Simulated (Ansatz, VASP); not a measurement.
# Two plane-wave programs on RbBr

File INCAR:

```
  PREC = Accurate
  ENCUT = 520
  EDIFF = 1E-7
  ISMEAR = -1
  SIGMA = 0.05
  LREAL = False
  LASPH = True
  NELM = 60
  ALGO = Normal
  ISIF = 2
  LWAVE = False
  LCHARG = False
  GGA = PE
  NBANDS = 15
```

The input KPOINTS:

```
regular mesh
0
Gamma
  7 7 7
```

POSCAR

```
RbBr
1.0
    4.0703126628      0.0000000000      0.0000000000
    0.0000000000      4.0703126628      0.0000000000
    0.0000000000      0.0000000000      4.0703126628
Rb Br
1 1
Direct
    0.0000000000      0.0000000000      0.0000000000
    0.5000000000      0.5000000000      0.5000000000
```

File input.yaml:

```yaml
crystal:
  lattice:
    - [4.0703126628, 0.0, 0.0]
    - [0.0, 4.0703126628, 0.0]
    - [0.0, 0.0, 4.0703126628]
  atoms:
    - { symbol: Rb, position: [0.0, 0.0, 0.0] }
    - { symbol: Br, position: [0.5, 0.5, 0.5] }
hamiltonian:
  xc: pbe
  pseudopotentials: { kind: paw }
kpoints:
  mp_grid: { grid: [7, 7, 7] }
scf:
  occupations: { method: fermi_dirac, width: 0.05 }
output:
  forces: true
  stress: true
  eigenvalues: true
  write_density: true
  write_potential: true
  elf: true
  volumetric_format: npy
```

Change from the starting cell: volume scaled by 0.96.

Alike in both runs: task single point; functional PBE; k mesh 7 × 7 × 7; occupations fermi-dirac, width 0.05 eV; no spin polarisation.

```csv
,VASP,Ansatz
version,VASP 6.6.1,Ansatz 0.2.0
potentials or method,"VASP PAW PBE potentials, release 64 (Rb_sv, Br)",Ansatz PAW
plane-wave cutoff (eV),520,420
valence electrons in the cell,16,16
```

```tsv
	VASP	Ansatz	Ansatz less VASP
gap on the k mesh at the Fermi level (eV)	4.25	4.25	+0.002
least direct gap on the mesh (eV)	4.38	4.38	+0.001
pressure (GPa)	1.6	1.6	-0.04
```

Caveats: an odd mesh through Γ misses points on the zone boundary, where band edges often lie (VASP); odd divisions of the mesh miss points on the zone boundary, where band edges often lie, so the gap on the mesh can be too wide (Ansatz).
